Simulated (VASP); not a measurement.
# Band-edge properties of BP (F-43m), part 6 of 8

Aim: the gap of BP, the masses at its band edges and their response to strain. The start is a cell from a database of measured crystal structures.

VASP 6.6.1, plane waves and PAW; the level of theory is named at each step.

So far, least gap on mesh and path (eV): step 3 (bands on a dense mesh, LDA) 1.18; step 5 (bands with spin-orbit coupling, LDA, spin-orbit coupling) 1.17; step 8 (bands on the mesh of the strain series, LDA) 1.19.

## Step 10: Bands of the strained cell, strain hydrostatic -0.5 %

Level of this step: LDA; plane waves and PAW (B, P) (VASP).

The gap is read at the strained, relaxed geometry.

File INCAR:

```
SYSTEM = BP
PREC = Accurate
ENCUT = 420
EDIFF = 1E-06
NELM = 100
ISMEAR = 0
SIGMA = 0.02
LREAL = .FALSE.
ALGO = Normal
GGA = CA
NBANDS = 16
LORBIT = 11
LWAVE = .FALSE.
LCHARG = .FALSE.
KPAR = 4
ISIF = 2
```

File POSCAR:

```
BP
1.0
    0.0000000000      2.2576550000      2.2576550000
    2.2576550000      0.0000000000      2.2576550000
    2.2576550000      2.2576550000      0.0000000000
B P
1 1
Direct
    0.0000000000      0.0000000000      0.0000000000
    0.2500000000      0.2500000000      0.2500000000
```

File KPOINTS:

```
Automatic mesh
0
Gamma
10 10 10
0 0 0
```

File KPOINTS_OPT:

```
Line mode
16
Line-mode
Reciprocal
  0.00000000   0.00000000   0.00000000 GAMMA
  0.50000000   0.00000000   0.50000000 X

  0.50000000   0.00000000   0.50000000 X
  0.50000000   0.25000000   0.75000000 W

  0.50000000   0.25000000   0.75000000 W
  0.37500000   0.37500000   0.75000000 K

  0.37500000   0.37500000   0.75000000 K
  0.00000000   0.00000000   0.00000000 GAMMA

  0.00000000   0.00000000   0.00000000 GAMMA
  0.50000000   0.50000000   0.50000000 L

  0.50000000   0.50000000   0.50000000 L
  0.62500000   0.25000000   0.62500000 U

  0.62500000   0.25000000   0.62500000 U
  0.50000000   0.25000000   0.75000000 W

  0.50000000   0.25000000   0.75000000 W
  0.50000000   0.50000000   0.50000000 L

  0.50000000   0.50000000   0.50000000 L
  0.37500000   0.37500000   0.75000000 K

  0.62500000   0.25000000   0.62500000 U
  0.50000000   0.00000000   0.50000000 X
```

PAW data sets: B and P (LDA family, release 64).

The run is started by

```console
$ mpirun -np 4 vasp_std
```

What it wrote:

```text
[... set-up lines as in an earlier step ...]
 entering main loop
       N       E                     dE             d eps       ncg     rms          rms(c)
DAV:   1     0.474865390648E+01    0.47487E+01   -0.32107E+03  1512   0.372E+02
DAV:   2    -0.148373388402E+02   -0.19586E+02   -0.18924E+02  2080   0.846E+01
DAV:   3    -0.152547284720E+02   -0.41739E+00   -0.41701E+00  1736   0.990E+00
DAV:   4    -0.152556121517E+02   -0.88368E-03   -0.88367E-03  1984   0.566E-01
DAV:   5    -0.152556146917E+02   -0.25400E-05   -0.25400E-05  1736   0.292E-02    0.750E+00
DAV:   6    -0.145263301283E+02    0.72928E+00   -0.14478E+00  1944   0.379E+00    0.382E+00
DAV:   7    -0.144080143595E+02    0.11832E+00   -0.22224E-01  1960   0.175E+00    0.137E+00
DAV:   8    -0.143954294700E+02    0.12585E-01   -0.23377E-02  1960   0.654E-01    0.223E-01
DAV:   9    -0.143954877616E+02   -0.58292E-04   -0.86425E-04  1680   0.148E-01    0.101E-01
DAV:  10    -0.143954718614E+02    0.15900E-04   -0.83910E-05  1976   0.400E-02    0.213E-02
DAV:  11    -0.143954714086E+02    0.45282E-06   -0.13327E-06  1712   0.642E-03
   1 F= -.14395471E+02 E0= -.14395471E+02  d E =-.251293E-62
 Start KPOINTS_OPT (optional k-point list driver)
k-point batch [1-47\160]
       N       E                     dE             ncg
DAV:   1     0.126784603149E+04   -0.11794E+05     1512
DAV:   2     0.361911211301E+03   -0.90593E+03     2040
DAV:   3     0.342882270932E+03   -0.19029E+02     1800
DAV:   4     0.342841964056E+03   -0.40307E-01     2024
DAV:   5     0.342841845829E+03   -0.11823E-03     1800
DAV:   6     0.342841845376E+03   -0.45274E-06     1872
[...]
k-point batch [142-160\160]
       N       E                     dE             ncg
DAV:   1     0.857373846391E+04   -0.59466E+04      608
DAV:   2     0.819521059658E+04   -0.37853E+03      832
DAV:   3     0.818758282601E+04   -0.76278E+01      736
DAV:   4     0.818756611550E+04   -0.16711E-01      792
DAV:   5     0.818756606076E+04   -0.54739E-04      752
DAV:   6     0.818756606053E+04   -0.22986E-06      800
```

The job ended after 4 s (4 MPI ranks of Intel Xeon 6975P-C (Granite Rapids), shared host; peak memory 0.49 GiB).

Parts of OUTCAR (step 10):

```text
   NELECT =       8.0000    total number of electrons

 E-fermi :   7.8177

 k-point     1 :       0.0000    0.0000    0.0000
  band No.  band energies     occupation
      1      -7.9370      2.00000
      2       7.5863      2.00000
      3       7.5863      2.00000
      4       7.5863      2.00000
      5      10.9883      0.00000
      6      10.9883      0.00000
      7      10.9883      0.00000
      8      15.1853      0.00000
      9      18.9487      0.00000
    ...

  Total       -0.4122907     -0.4122907     -0.4122907      0.0000000     -0.0000000      0.0000000
  in kB      -28.7019502    -28.7019502    -28.7019502      0.0000000     -0.0000000      0.0000000
  external PRESSURE =     -28.7019502 kB  Pullay stress =       0.0000000 kB

 POSITION                                       TOTAL-FORCE (eV/Angst)
 -----------------------------------------------------------------------------------
      0.00000      0.00000      0.00000        -0.000000     -0.000000     -0.000000
      1.12883      1.12883      1.12883         0.000000      0.000000      0.000000
 -----------------------------------------------------------------------------------
    total drift:                                0.000000      0.000000      0.000000

  FREE ENERGIE OF THE ION-ELECTRON SYSTEM (eV)
  ---------------------------------------------------
  free  energy   TOTEN  =       -14.3954714086 eV

  energy  without entropy=      -14.3954714086  energy(sigma->0) =      -14.39547141

[... 9 parts as in an earlier step ...]

[... 8 further parts left out ...]
```

Numbers from this step:

| Item | Value |
| --- | --- |
| SCF cycles | 11 |
| bands | 16 |
| Fermi energy | 7.818 eV |
| pressure | -2.870 GPa |
| least gap on mesh and path | 1.170 eV |
| least direct gap on mesh and path | 3.402 eV |

Electronic bands along the path, in eV, zero at the valence-band top; v1 is the highest filled band, c1 the lowest empty one:

| point | v3 | v2 | v1 | c1 | c2 | c3 | c4 |
| --- | --- | --- | --- | --- | --- | --- | --- |
| Γ | 0.00 | 0.00 | 0.00 | 3.40 | 3.40 | 3.40 | 7.60 |
| 0.53 of the way | -4.02 | -2.94 | -2.94 | 1.65 | 4.51 | 8.13 | 8.13 |
| X | -8.56 | -4.16 | -4.16 | 1.27 | 1.54 | 12.14 | 12.14 |
| 0.47 of the way | -8.35 | -4.92 | -4.87 | 2.66 | 3.09 | 10.49 | 11.24 |
| W | -8.00 | -5.78 | -5.58 | 5.25 | 6.70 | 7.26 | 7.55 |
| 0.53 of the way | -8.07 | -6.20 | -4.39 | 3.32 | 6.05 | 8.67 | 9.44 |
| K | -8.13 | -6.34 | -3.54 | 2.07 | 5.96 | 9.76 | 10.69 |
| 0.47 of the way | -5.24 | -4.23 | -1.25 | 4.47 | 5.32 | 6.40 | 8.35 |
| Γ | 0.00 | 0.00 | 0.00 | 3.40 | 3.40 | 3.40 | 7.60 |
| 0.47 of the way | -4.47 | -1.04 | -1.04 | 4.07 | 4.70 | 4.70 | 9.48 |
| L | -9.12 | -1.77 | -1.77 | 3.87 | 4.69 | 4.69 | 9.97 |
| 0.47 of the way | -8.70 | -3.99 | -2.50 | 3.34 | 6.36 | 6.53 | 9.89 |
| U | -8.13 | -6.34 | -3.54 | 2.07 | 5.96 | 9.76 | 10.69 |
| 0.47 of the way | -8.07 | -6.20 | -4.39 | 3.32 | 6.05 | 8.67 | 9.44 |
| W | -8.00 | -5.78 | -5.58 | 5.25 | 6.70 | 7.26 | 7.55 |
| 0.53 of the way | -8.58 | -4.32 | -2.99 | 4.09 | 5.14 | 7.98 | 9.92 |
| L | -9.12 | -1.77 | -1.77 | 3.87 | 4.69 | 4.69 | 9.97 |
| 0.53 of the way | -8.59 | -4.45 | -2.65 | 3.13 | 6.79 | 7.04 | 9.50 |
| K | -8.13 | -6.34 | -3.54 | 2.07 | 5.96 | 9.76 | 10.69 |
| jump to U | -8.13 | -6.34 | -3.54 | 2.07 | 5.96 | 9.76 | 10.69 |
| 0.47 of the way | -8.42 | -5.23 | -3.98 | 1.58 | 3.10 | 11.30 | 11.65 |
| X | -8.56 | -4.16 | -4.16 | 1.27 | 1.54 | 12.14 | 12.14 |

Of the projections kept (B, P), the largest for each band there; the rest of the weight can lie on other orbitals:

| point | v3 | v2 | v1 | c1 | c2 | c3 | c4 |
| --- | --- | --- | --- | --- | --- | --- | --- |
| Γ | B 0.56 | B 0.56 | B 0.56 | P 0.67 | P 0.67 | P 0.67 | B 0.54 |
| X | B 0.60 | P 0.54 | P 0.54 | B 0.78 | P 0.62 | B 0.64 | B 0.64 |
| W | B 0.65 | P 0.63 | B 0.52 | B 1.00 | P 1.00 | B 0.68 | P 0.57 |
| K | B 0.61 | P 0.56 | P 0.54 | B 0.60 | B 0.59 | B 0.57 | B 0.54 |
| Γ | B 0.56 | B 0.56 | B 0.56 | P 0.67 | P 0.67 | P 0.67 | B 0.54 |
| L | B 0.51 | P 0.51 | P 0.51 | B 0.54 | P 0.56 | P 0.56 | B 0.84 |

The electronic bands as a text plot (rows in eV, shown from -8.0 to 6.6 only):

```
    6.3 |   +         ++    ++              +   ++ +  +      +
    5.7 |            +  +     +                +    +     +
    5.1 |  +         ++      + +      ++   +      ++ +++ +
    4.5 | +  +      +        ++++    +  +++      +  +  ++     +
    3.9 |     +     +  +    +  ++  +++++++++         ++++++
    3.3 |+                 +     ++         +   +          +
    2.7 | ++   +   +     ++                  +              +  +
    2.0 |   +   + ++    +                     ++             ++
    1.4 |    ++++++                                            ++
    0.8 |
    0.2 |                        **
   -0.4 |*                    **** **
   -1.0 | **                 *  *    **
   -1.6 |  *                    *      ****             *
   -2.2 |   *              **  *    *      **         ** **
   -2.8 |   **            *   **           * *       *    ***
   -3.4 |     *         **           *        **      *      *
   -4.0 |    * ****          **             *   *   **        ***
   -4.7 |     *    *   *                           *       *
   -5.3 |           ***     **        *      *   *  *          *
   -5.9 |            ***   *                     ***        * *
   -6.5 |      *        *** *          *      ***            *
   -7.1 |                  *
   -7.7 |       *     *  **                       **
         Γ       X    W  K        Γ      L     U  W     L   K|U X
```

The path shows an indirect gap of 1.17 eV (valence top at Γ, conduction bottom between Γ and X). The least direct gap is 3.40 eV.

## Step 11: Strained cell, atoms relaxed, strain hydrostatic 0.5 %

INCAR, as its differences from that of step 10:

```diff
@@ -10,3 +10,3 @@
 GGA = CA
-NBANDS = 16
+NBANDS = 10
 LORBIT = 11
@@ -15,2 +15,5 @@
 KPAR = 4
+IBRION = 2
+NSW = 30
 ISIF = 2
+EDIFFG = -0.003
```

File POSCAR:

```
BP
1.0
    0.0000000000      2.2803450000      2.2803450000
    2.2803450000      0.0000000000      2.2803450000
    2.2803450000      2.2803450000      0.0000000000
B P
1 1
Direct
    0.0000000000      0.0000000000      0.0000000000
    0.2500000000      0.2500000000      0.2500000000
```

KPOINTS is that of step 10.

The run is started by

```console
$ mpirun -np 4 vasp_std
```

What it wrote:

```text
[... set-up lines as in an earlier step ...]
 entering main loop
       N       E                     dE             d eps       ncg     rms          rms(c)
DAV:   1     0.485828876975E+01    0.48583E+01   -0.34390E+03   940   0.599E+02
DAV:   2    -0.147412197815E+02   -0.19600E+02   -0.18995E+02  1358   0.993E+01
DAV:   3    -0.151615337181E+02   -0.42031E+00   -0.41970E+00  1144   0.141E+01
DAV:   4    -0.151632031779E+02   -0.16695E-02   -0.16691E-02  1174   0.101E+00
[...]
DAV:  10    -0.143725694165E+02    0.24157E-05   -0.14416E-04  1078   0.710E-02    0.332E-02
DAV:  11    -0.143725715034E+02   -0.20869E-05   -0.50232E-06  1160   0.128E-02    0.348E-02
DAV:  12    -0.143725711087E+02    0.39475E-06   -0.19803E-06   610   0.629E-03
   1 F= -.14372571E+02 E0= -.14372571E+02  d E =-.143726E+02
[...]
reached required accuracy - stopping structural energy minimisation
```

Run time: 1.6 s. Hardware: 4 MPI ranks; peak memory 0.43 GiB.

From OUTCAR (step 11):

```text
  Total       -1.1153290     -1.1153290     -1.1153290      0.0000000      0.0000000     -0.0000000
  in kB      -75.3497646    -75.3497646    -75.3497646      0.0000000      0.0000000     -0.0000000
  external PRESSURE =     -75.3497646 kB  Pullay stress =       0.0000000 kB

 POSITION                                       TOTAL-FORCE (eV/Angst)
 -----------------------------------------------------------------------------------
      0.00000      0.00000      0.00000        -0.000000     -0.000000     -0.000000
      1.14017      1.14017      1.14017         0.000000      0.000000      0.000000
 -----------------------------------------------------------------------------------
    total drift:                                0.000000      0.000000      0.000000

  FREE ENERGIE OF THE ION-ELECTRON SYSTEM (eV)
  ---------------------------------------------------
  free  energy   TOTEN  =       -14.3725711087 eV

  energy  without entropy=      -14.3725711087  energy(sigma->0) =      -14.37257111

[... 2 parts as in an earlier step ...]

[... 2 further parts left out ...]
[key lines of the parts left out:]
E-fermi :   7.3613
```

The forces vanish from the start, and no atom moves.

## Step 12: Bands of the strained cell, strain hydrostatic 0.5 %

INCAR, as its differences from that of step 11:

```diff
@@ -10,3 +10,3 @@
 GGA = CA
-NBANDS = 10
+NBANDS = 16
 LORBIT = 11
@@ -15,5 +15,2 @@
 KPAR = 4
-IBRION = 2
-NSW = 30
 ISIF = 2
-EDIFFG = -0.003
```

POSCAR is that of step 11.

KPOINTS is that of step 11.

KPOINTS_OPT is that of step 10.

The run is started by

```console
$ mpirun -np 4 vasp_std
```

What it wrote:

```text
[... set-up lines as in an earlier step ...]
 entering main loop
       N       E                     dE             d eps       ncg     rms          rms(c)
DAV:   1     0.474348455916E+01    0.47435E+01   -0.33306E+03  1512   0.380E+02
DAV:   2    -0.147477639153E+02   -0.19491E+02   -0.18864E+02  2096   0.838E+01
DAV:   3    -0.151623155395E+02   -0.41455E+00   -0.41423E+00  1752   0.990E+00
DAV:   4    -0.151632087320E+02   -0.89319E-03   -0.89318E-03  2072   0.569E-01
[...]
DAV:   9    -0.143725854975E+02   -0.56290E-04   -0.85749E-04  1688   0.145E-01    0.101E-01
DAV:  10    -0.143725712833E+02    0.14214E-04   -0.85319E-05  1968   0.405E-02    0.214E-02
DAV:  11    -0.143725709593E+02    0.32402E-06   -0.13208E-06  1704   0.638E-03
   1 F= -.14372571E+02 E0= -.14372571E+02  d E =-.263427E-40
 Start KPOINTS_OPT (optional k-point list driver)
k-point batch [1-47\160]
       N       E                     dE             ncg
DAV:   1     0.120243780711E+04   -0.11632E+05     1504
DAV:   2     0.274108852529E+03   -0.92833E+03     2008
DAV:   3     0.252776560738E+03   -0.21332E+02     1880
DAV:   4     0.252729657755E+03   -0.46903E-01     1928
DAV:   5     0.252729519372E+03   -0.13838E-03     1864
DAV:   6     0.252729518826E+03   -0.54585E-06     1816
[...]
k-point batch [142-160\160]
       N       E                     dE             ncg
DAV:   1     0.891471630630E+04   -0.59301E+04      608
DAV:   2     0.854040987825E+04   -0.37431E+03      848
DAV:   3     0.853228557324E+04   -0.81243E+01      704
DAV:   4     0.853226669489E+04   -0.18878E-01      816
DAV:   5     0.853226663382E+04   -0.61069E-04      736
DAV:   6     0.853226663356E+04   -0.26290E-06      768
```

Elapsed: 4.4 s, on 4 MPI ranks; peak memory 0.49 GiB; 12 s of CPU time.

OUTCAR, selected parts (step 12):

```text
  Total       -1.1136556     -1.1136556     -1.1136556     -0.0000000      0.0000000      0.0000000
  in kB      -75.2367146    -75.2367146    -75.2367146     -0.0000000      0.0000000      0.0000000
  external PRESSURE =     -75.2367146 kB  Pullay stress =       0.0000000 kB

 POSITION                                       TOTAL-FORCE (eV/Angst)
 -----------------------------------------------------------------------------------
      0.00000      0.00000      0.00000         0.000000      0.000000      0.000000
      1.14017      1.14017      1.14017        -0.000000     -0.000000     -0.000000
 -----------------------------------------------------------------------------------
    total drift:                                0.000000      0.000000      0.000000

  FREE ENERGIE OF THE ION-ELECTRON SYSTEM (eV)
  ---------------------------------------------------
  free  energy   TOTEN  =       -14.3725709593 eV

  energy  without entropy=      -14.3725709593  energy(sigma->0) =      -14.37257096

[... 2 parts as in an earlier step ...]

[... 1 further part left out ...]
[key lines of the parts left out:]
E-fermi :   7.4108
```

The run ends at a pressure of -7.52 GPa.

## Step 13: Strained cell, atoms relaxed, strain along x -0.5 %

INCAR, as its differences from that of step 12:

```diff
@@ -10,3 +10,3 @@
 GGA = CA
-NBANDS = 16
+NBANDS = 10
 LORBIT = 11
@@ -15,2 +15,5 @@
 KPAR = 4
+IBRION = 2
+NSW = 30
 ISIF = 2
+EDIFFG = -0.003
```

File POSCAR:

```
BP
1.0
    0.0000000000      2.2690000000      2.2690000000
    2.2576550000      0.0000000000      2.2690000000
    2.2576550000      2.2690000000      0.0000000000
B P
1 1
Direct
    0.0000000000      0.0000000000      0.0000000000
    0.2500000000      0.2500000000      0.2500000000
```

KPOINTS is that of step 12.

The run is started by

```console
$ mpirun -np 4 vasp_std
```

What it wrote:

```text
[... set-up lines as in an earlier step ...]
 entering main loop
       N       E                     dE             d eps       ncg     rms          rms(c)
DAV:   1     0.405364558771E+01    0.40536E+01   -0.34997E+03  2048   0.604E+02
DAV:   2    -0.147757244932E+02   -0.18829E+02   -0.18025E+02  2938   0.987E+01
DAV:   3    -0.152244738342E+02   -0.44875E+00   -0.44801E+00  2520   0.141E+01
DAV:   4    -0.152262966538E+02   -0.18228E-02   -0.18227E-02  2508   0.105E+00
[...]
DAV:  10    -0.143898420154E+02    0.31123E-05   -0.14377E-04  2298   0.709E-02    0.339E-02
DAV:  11    -0.143898440421E+02   -0.20268E-05   -0.52528E-06  2518   0.129E-02    0.361E-02
DAV:  12    -0.143898436816E+02    0.36052E-06   -0.19036E-06  1294   0.624E-03
   1 F= -.14389844E+02 E0= -.14389844E+02  d E =-.143898E+02
[...]
reached required accuracy - stopping structural energy minimisation
```

Wall time 2.6 s (4 MPI ranks); peak memory 0.45 GiB.

OUTCAR, selected parts (step 13):

```text
  Total       -0.5233454     -0.7171675     -0.7171675      0.0000000      0.0000000     -0.0000000
  in kB      -36.0696943    -49.4281821    -49.4281821      0.0000000      0.0000000     -0.0000000
  external PRESSURE =     -44.9753528 kB  Pullay stress =       0.0000000 kB

 POSITION                                       TOTAL-FORCE (eV/Angst)
 -----------------------------------------------------------------------------------
      0.00000      0.00000      0.00000         0.000000      0.000000      0.000000
      1.12883      1.13450      1.13450        -0.000000     -0.000000     -0.000000
 -----------------------------------------------------------------------------------
    total drift:                                0.000000      0.000000      0.000000

  FREE ENERGIE OF THE ION-ELECTRON SYSTEM (eV)
  ---------------------------------------------------
  free  energy   TOTEN  =       -14.3898436816 eV

  energy  without entropy=      -14.3898436816  energy(sigma->0) =      -14.38984368

[... 1 part as in an earlier step ...]

[... 3 further parts left out ...]
[key lines of the parts left out:]
E-fermi :   7.5781
```

The run keeps the 8 symmetry operations of its start, so it cannot find a distortion of lower symmetry.

The forces vanish from the start, and no atom moves.

(Part 6 of 8 ends here.)

[Lines on the potential files, build, host, timing and source positions are cut from VASP's logs without a mark.]

[Logs are printed without paths, hosts, clocks, repeated set-up lines and the standing remarks that a program may print on its own settings, such as how far it seeks lower states.]

[Hosts, paths, dates, database ids (printed as entryN), source tags and the programs' standing remarks are cut or masked in the printed files.]

[In band tables of VASP the shares of atoms and orbitals are scaled to a sum of 1 inside the atoms' spheres.]

[Gaps and slopes under strain along one axis are those of the sampled path and mesh points; where strain splits equal valleys, another of them can be the edge.]
